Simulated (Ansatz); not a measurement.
# PtSe2 (Sudovikovite) (P-3m1) in Ansatz: further runs

Aim: see how the results for PtSe2 (Sudovikovite) move with the level of theory and the settings. Levels: PBEsol, PBEsol+U. Tasks: density of states.

Program: Ansatz 0.2.0. These are calculated values, not measurements. Logs are shortened: lines on timing, memory, paths and dates and some standing lists are left out, and cuts for length are marked.

**1. The crystal as given**

It takes space group P-3m1 (No. 164, trigonal). Conventional cell: a = 3.724 Å, b = 3.724 Å, c = 5.062 Å, α = 90.00°, β = 90.00°, γ = 120.00°. Pt (site symmetry -3m) has 6 Se at 2.49 Å as nearest neighbours. Se (site symmetry 3m) has 3 Pt at 2.49 Å as nearest neighbours.

**2. Density of states, PBEsol**

input.yaml

```yaml
crystal:
  lattice:
    - [3.724, 0.0, 0.0]
    - [-1.862, 3.2250786037, 0.0]
    - [0.0, 0.0, 5.062]
  atoms:
    - { symbol: Pt, position: [0.0, 0.0, 0.0] }
    - { symbol: Se, position: [0.6666666667, 0.3333333333, 0.75] }
    - { symbol: Se, position: [0.3333333333, 0.6666666667, 0.25] }
kpoints:
  mp_grid: { grid: [8, 8, 5] }
scf:
  occupations: { method: fermi_dirac, width: 0.05 }
hamiltonian:
  xc: pbesol
  pseudopotentials: { kind: all_electron, lapw: { basis_error: 0.002 } }
output:
  forces: true
  stress: true
  eigenvalues: true
  dos: { projected: false, de: 0.2, e_range: [-14, 10] }
```

Potentials or basis: all-electron LAPW, scalar-relativistic.

Started as:

```bash
> ansatz run input.yaml --threads 2 --pin off --max-ram 8192MiB --backend cpu --events-out ev --progress --plain --runs-dir out
```

Output:

```text
Warning: RAYON_NUM_THREADS=2 ignored (pool sized by the plan → 2); use --threads N
LAPW: plane waves up to 8.762 Å⁻¹, error target 2.0e-3 eV per atom; small_component_spin mean_spin; Se in spheres of 1.196 Å, 24 of its electrons in bands, Dirac shells []; Pt in spheres of 1.299 Å, 42 of its electrons in bands, Dirac shells [] (how accurate: hamiltonian.pseudopotentials.lapw.basis_error, Limitations)
Engine: ansatz 0.2.0, x86_64-unknown-linux-gnu
Pseudopotentials: kind: all_electron
Pseudopotential: Pt, LAPW, valence charge 42, lapw/all_electron/scalar/gaussian/Pt, Koelling and Harmon's equation, gaussian nucleus
Pseudopotential: Se, LAPW, valence charge 24, lapw/all_electron/scalar/gaussian/Se, Koelling and Harmon's equation, gaussian nucleus
Functional definition: PBEsol
  exchange = pbesol_x
  correlation = pbesol_c
Crystal: 3 atoms, lattice volume = 60.796 Å³
Basis set: ecut = 292.49416726634973 eV, 687 PW (Γ), exchange–correlation at level 2
Bands: 54, of which v1, the nominal top of the filled ones, is band 45 counted from 1 (44 counted from 0)
Symmetry: 12 space group operations
Space group: P-3m1 (ITA 164), of the structure as read, at distance tolerance 3.9e-5 Å
k-points: 40 of 320
Non-local potential: Pt, projectors of the file, none
Non-local potential: Se, projectors of the file, none
Initial density: superposition of atomic densities (chi_scale 0.1, normalization cell, long waves kept (reshape's long-wave potential 0.02 eV rms))
Initial wavefunctions: plane waves of lowest kinetic energy (no species holds an atomic orbital)
Functional: x = pbesol(κ = 0.804, μ = 0.12345679012345678), c = pbesol(β = 0.046)
iter 1 solved again at ethr=1.65e-3 eV; its pass at ethr=1.00e-1 eV (dr2=1.48e0 eV) is discarded
SCF iter   1: F=—  HF=-632981.795531 eV  |F-HF|=—  |Δ(HF+E_count)|=         —  Δρ=4.17e-2  dr2=1.48e0  ethr=1.65e-3  ⟨swp⟩=2.0  Hψ=13325  notcnv=0
preconditioner: auto → Resta (q_TF=auto, 2.913 Å⁻¹)  ε∞=4.2  [insulator: Δε(μ)=0.486 eV  Ē_g=12.461 eV  σ=0.050 eV  W_gap=0.96  n_scr=22 (ndim 8)  ℏωp=22.3 eV  f_vac=0.145  D(μ)=0.01/eV (n_scr^D=0)  ε∞_Penn≈4.2]
SCF iter   2: F=—  HF=-632981.537066 eV  |F-HF|=—  |Δ(HF+E_count)|=   2.58e-1  Δρ=2.87e-2  dr2=1.20e0  ethr=1.65e-3  ⟨swp⟩=3.0  Hψ=6798  notcnv=0
preconditioner: auto → LDOS  [metal: Δε(μ)=0.051 eV  Ē_g=12.957 eV  σ=0.050 eV  W_gap=0.25  n_scr=22 (ndim 8)  ℏωp=22.3 eV  f_vac=0.152  D(μ)=0.94/eV (n_scr^D=2)  β→1.0]
iter 3 solved again at ethr=1.41e-5 eV; its pass at ethr=1.33e-3 eV (dr2=1.27e-2 eV) is discarded
SCF iter   3: F=—  HF=-632980.994032 eV  |F-HF|=—  |Δ(HF+E_count)|=   5.43e-1  Δρ=5.87e-3  dr2=1.27e-2  ethr=1.41e-5  ⟨swp⟩=2.0  Hψ=10862  notcnv=0
SCF iter   4: F=—  HF=-632980.993537 eV  |F-HF|=—  |Δ(HF+E_count)|=         —  Δρ=7.89e-4  dr2=6.36e-4  ethr=1.41e-5  ⟨swp⟩=2.0  Hψ=6292  notcnv=0
the basis was enlarged: its passes take 415.6 KiB over the memory plan, 2 of 2 planned eigensolver slots
SCF iter   5: F=—  HF=-632980.990234 eV  |F-HF|=—  |Δ(HF+E_count)|=   3.30e-3  Δρ=2.92e-4  dr2=4.23e-5  ethr=7.07e-7  ⟨swp⟩=2.0  Hψ=6294  notcnv=0
SCF iter   6: F=—  HF=-632980.990238 eV  |F-HF|=—  |Δ(HF+E_count)|=   3.70e-6  Δρ=1.18e-4  dr2=1.15e-5  ethr=4.70e-8  ⟨swp⟩=3.0  Hψ=6438  notcnv=0
SCF iter   7: F=—  HF=-632980.990233 eV  |F-HF|=—  |Δ(HF+E_count)|=   4.81e-6  Δρ=2.93e-5  dr2=7.73e-7  ethr=1.28e-8  ⟨swp⟩=2.1  Hψ=6295  notcnv=0
SCF iter   8: F=-632980.990233 eV  HF=-632980.990233 eV  |F-HF|=8.15e-10  |Δ(HF+E_count)|=   9.26e-8  Δρ=8.50e-6  dr2=3.40e-8  ethr=8.59e-10  ⟨swp⟩=2.5  Hψ=6314  notcnv=0
SCF 1 converged in 8 iterations: F = -632980.990233 eV  dr2 = 3.40e-8
SCF converged after 8 iterations
Free energy (F): -632980.990233 eV
Harris-Foulkes:  -632980.990233 eV  (|F-HF|=8.15e-10)
Internal energy: -632980.984288 eV  (E = F + TS)
E sigma→0 (E₀):  -632980.987260 eV
Entropy (-TS):   -0.005945 eV (-1.982 meV/atom)
Fermi energy:    15.041046 eV
--- Per-component energies (eV) ---
  E_band       = -6880.333189
  E_kinetic    = 703963.162238
  E_xc         = -14254.040315
  E_electrostatic = -1322690.106211  (all electrons and nuclei)
  E_smearing   = -0.005945  (= −TS)
  E_closure    = 0.000000  (closes the sum)
  E_atoms      = -632965.115549  (free atoms, spherical and without spin; not in F)
  Σ components = -632980.990233   (vs F -632980.990233, Δ=0.00e0)
  Basis errors (estimates in eV, not in F): energy 8.2e-4 per atom: plane waves 7.4e-4 (4.3e-4 summed), levels above the bands 3.9e-88, relativity 5.9e-8, radial functions 7.9e-5, core shells 7.7e-7; eigenvalues (radial functions only) 2.6e-6; not estimated: angular momenta, meshes, grids; target (lapw.basis_error) 2.0e-3; muffin-tin radii Se 1.196 Å, Pt 1.299 Å
--- Forces (eV/Å), atoms counted from 1 ---
  atom   1  Pt     0.00000000     0.00000000     0.00000000
  atom   2  Se     0.00000000    -0.00000000    -0.33701572
  atom   3  Se    -0.00000000     0.00000000     0.33701572
  max |Σ_I F_I| component: 1.16e-18 eV/Å
--- Stress (GPa, compression-positive) ---
        2.598342      -0.000000      -0.000000
       -0.000000       2.598342       0.000000
       -0.000000       0.000000       1.213366
  P = ⅓ Tr σ = 2.1367 GPa (21.367 kbar)
--- Band table (eV; the first three rows and the last of 40) ---
  k-point 0: bands = ["-289.2163", "-289.2163", "-289.1070", "-289.1070", "-289.0993", "-193.4564", "-193.4564", "-133.1267", "-133.1267", "-133.1266", "-133.1266", "-133.1075", "-133.1075", "-84.5652", "-53.1529", "-53.1421", "-53.1421", "-53.0967", "-53.0748", "-53.0748", "-53.0021", "-38.7756", "-38.7756", "-38.6884", "-33.5605", "-33.5605", "-33.5581", "-33.5581", "-33.5469", "-33.5469", "-33.5421", "-33.5421", "-33.5380", "-33.5378", "-0.7294", "2.1145", "7.7730", "8.5007", "8.5007", "10.9769", "10.9769", "12.4215", "13.9415", "13.9415", "15.4181", "16.4725", "16.4725", "18.5004", "19.1032", "22.2433", "22.2433", "26.7141", "27.3134", "27.3134"]
  k-point 1: bands = ["-289.2163", "-289.2163", "-289.1070", "-289.1070", "-289.0993", "-193.4564", "-193.4564", "-133.1267", "-133.1267", "-133.1266", "-133.1266", "-133.1075", "-133.1075", "-84.5652", "-53.1529", "-53.1421", "-53.1421", "-53.0967", "-53.0748", "-53.0748", "-53.0021", "-38.7756", "-38.7756", "-38.6884", "-33.5604", "-33.5604", "-33.5581", "-33.5581", "-33.5466", "-33.5466", "-33.5425", "-33.5425", "-33.5381", "-33.5377", "-0.5827", "1.7632", "8.2976", "8.5186", "8.5186", "10.9654", "10.9654", "12.3825", "13.7754", "13.7754", "14.5560", "16.7628", "16.7628", "18.8117", "19.9648", "22.1077", "22.1077", "25.6053", "25.8144", "25.8144"]
  k-point 2: bands = ["-289.2163", "-289.2163", "-289.1070", "-289.1070", "-289.0993", "-193.4564", "-193.4564", "-133.1267", "-133.1267", "-133.1266", "-133.1266", "-133.1075", "-133.1075", "-84.5652", "-53.1529", "-53.1421", "-53.1421", "-53.0967", "-53.0748", "-53.0748", "-53.0021", "-38.7756", "-38.7756", "-38.6884", "-33.5603", "-33.5603", "-33.5582", "-33.5582", "-33.5459", "-33.5459", "-33.5432", "-33.5432", "-33.5382", "-33.5377", "-0.2399", "1.1369", "8.5481", "8.5481", "9.3146", "10.9484", "10.9484", "12.1402", "13.4389", "13.5434", "13.5434", "17.2394", "17.2394", "19.5413", "21.0942", "21.7952", "21.7952", "24.1230", "24.7375", "24.9447"]
  k-point 39: bands = ["-289.2163", "-289.2163", "-289.1070", "-289.1070", "-289.0993", "-193.4564", "-193.4564", "-133.1267", "-133.1267", "-133.1267", "-133.1266", "-133.1075", "-133.1075", "-84.5650", "-53.1529", "-53.1421", "-53.1421", "-53.0968", "-53.0748", "-53.0748", "-53.0021", "-38.7838", "-38.7813", "-38.6877", "-33.5600", "-33.5597", "-33.5591", "-33.5583", "-33.5459", "-33.5446", "-33.5442", "-33.5438", "-33.5374", "-33.5374", "1.2420", "1.3742", "8.0367", "8.5690", "9.1424", "10.1420", "10.4975", "11.1993", "11.3733", "12.4445", "12.7049", "16.4845", "16.9987", "20.8107", "21.8105", "22.6636", "23.0635", "24.4683", "25.1793", "25.8006"]
```

Wall time 15 s (2 threads of Intel Xeon Platinum 8375C at 2.90GHz (Ice Lake), shared host); peak memory 0.51 GiB.

What came out:

```yaml
Free_energy: -632980.9902 eV
Pressure: 2.1 GPa
Largest_force: 0.337 eV/Å
Band_gap_on_the_k_mesh: none (metal or under the smearing width)
```

Forces in eV/Å, atoms in the order of the input:
```
Pt   0.000  0.000  0.000
Se   0.000  0.000 -0.337
Se   0.000  0.000  0.337
```

Levels at points of the mesh, in eV from the Fermi level:
```tsv
k point	band 41	band 42	band 43	band 44	band 45	band 46	band 47	band 48	band 49	band 50
(0.00, 0.00, 0.00)	-4.06	-2.62	-1.10	-1.10	0.38	1.43	1.43	3.46	4.06	7.20
(0.00, -0.50, 0.00)	-3.78	-3.60	-3.54	-3.46	-3.03	0.62	2.33	4.71	5.71	6.96
```

States per cell in windows of 0.5 eV (zero at the Fermi level; states under -8 eV left out):
| from (eV) | total |
| --- | --- |
| -8.0 | 0.05 |
| -7.5 | 0.78 |
| -7.0 | 1.23 |
| -6.5 | 2.09 |
| -6.0 | 1.75 |
| -5.5 | 0.69 |
| -5.0 | 2.04 |
| -4.5 | 1.27 |
| -4.0 | 1.20 |
| -3.5 | 1.79 |
| -3.0 | 1.30 |
| -2.5 | 1.23 |
| -2.0 | 1.33 |
| -1.5 | 0.75 |
| -1.0 | 0.35 |
| -0.5 | 0.14 |
| 0.0 | 0.53 |
| 0.5 | 0.97 |
| 1.0 | 1.30 |
| 1.5 | 1.12 |
| 2.0 | 0.09 |
| 2.5 | 0.00 |
| 3.0 | 0.00 |
| 3.5 | 0.02 |
| 4.0 | 0.51 |
| 4.5 | 1.04 |
| 5.0 | 0.66 |
| 5.5 | 0.76 |
| 6.0 | 0.64 |
| 6.5 | 0.43 |
| 7.0 | 0.96 |
| 7.5 | 1.27 |

The run has no spin-orbit coupling, so splittings on Pt are missing.

(Part 1 of 2 ends here.)
